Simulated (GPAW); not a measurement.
Wanted: an ASE script for a GPAW 26.7.0 run.

| Item | Value |
| --- | --- |
| Task | band structure |
| Functional | revPBE |
| Potentials or basis | the program's PAW data sets (release 1.2.1) made for this functional |
| Cutoff | 800 eV |
| Basis | pw |
| k mesh | 7 × 7 × 4 |
| Occupations | fermi-dirac, width 0.05 eV |
| Spin | no spin polarisation |
| Maxiter | 150 |
| Band path | GMKGALHA,LM,KH |
| Band points | 100 |

The structure of SiC (Moissanite) lies in SiC.cif:

```cif
data_SiC
_cell_length_a 3.07600000
_cell_length_b 3.07600000
_cell_length_c 5.04800000
_cell_angle_alpha 90.00000000
_cell_angle_beta 90.00000000
_cell_angle_gamma 120.00000000
_space_group_name_H-M_alt 'P1'
_space_group_name_Hall 'P 1'
_space_group_IT_number 1
loop_
_space_group_symop_operation_xyz
'x,y,z'
loop_
_atom_site_label
_atom_site_type_symbol
_atom_site_symmetry_multiplicity
_atom_site_Wyckoff_symbol
_atom_site_fract_x
_atom_site_fract_y
_atom_site_fract_z
_atom_site_occupancy
Si1 Si 1 a 0.6666666667 0.3333333333 0.5000000000 1
Si2 Si 1 a 0.3333333333 0.6666666667 0.0000000000 1
C1 C 1 a 0.6666666667 0.3333333333 0.8850000000 1
C2 C 1 a 0.3333333333 0.6666666667 0.3850000000 1
```

One way to write it, as run:

run.py

```python
from ase.dft.bandgap import bandgap
from ase.io import read, write
from ase.units import GPa
from gpaw import GPAW, PW

atoms = read('SiC.cif')

calc = GPAW(mode=PW(800),
            xc='revPBE',
            kpts={'size': (7, 7, 4), 'gamma': True},
            occupations={'name': 'fermi-dirac', 'width': 0.05},
            nbands=18,
            convergence={'density': 1e-05, 'energy': 1e-05},
            maxiter=150,
            txt='gpaw.txt')
atoms.calc = calc
energy = atoms.get_potential_energy()
forces = atoms.get_forces()
stress = atoms.get_stress()
calc.write('gs.gpw')
write('result.traj', atoms)
print(f'Energy: {energy:.6f} eV')
print('Forces (eV/A):')
print(forces.round(4))
print('Stress (GPa):', (stress / GPa).round(3))
print('Fermi level:', round(calc.get_fermi_level(), 4), 'eV')
print(f'Gap: {bandgap(calc)[0]:.4f} eV, direct: {bandgap(calc, direct=True)[0]:.4f} eV')

path = atoms.cell.bandpath('GMKGALHA,LM,KH', npoints=100, eps=1e-4)
bs_calc = calc.fixed_density(kpts=path, symmetry='off', nbands=29,
                             convergence={'bands': 'CBM+6.0', 'eigenstates': 1e-6}, txt='bands.txt')
bs = bs_calc.band_structure()
bs.write('bs.json')
print(f'Gap on the path: {bandgap(bs_calc)[0]:.4f} eV')
```

Potentials or basis: the program's PAW data sets (release 1.2.1) made for this functional, pw.

Run with:

```sh
$ OMP_NUM_THREADS=1 python run.py
```

Results of the run:

| Property | Result |
| --- | --- |
| Pressure | 7.4 GPa |
| Largest force | 0.773 eV/Å |
| Band gap along the path | 2.34 eV, indirect (least direct gap 4.10 eV) |

It took 75 s on 1 thread of Arm Neoverse V1 (shared host), peak memory 0.35 GiB.
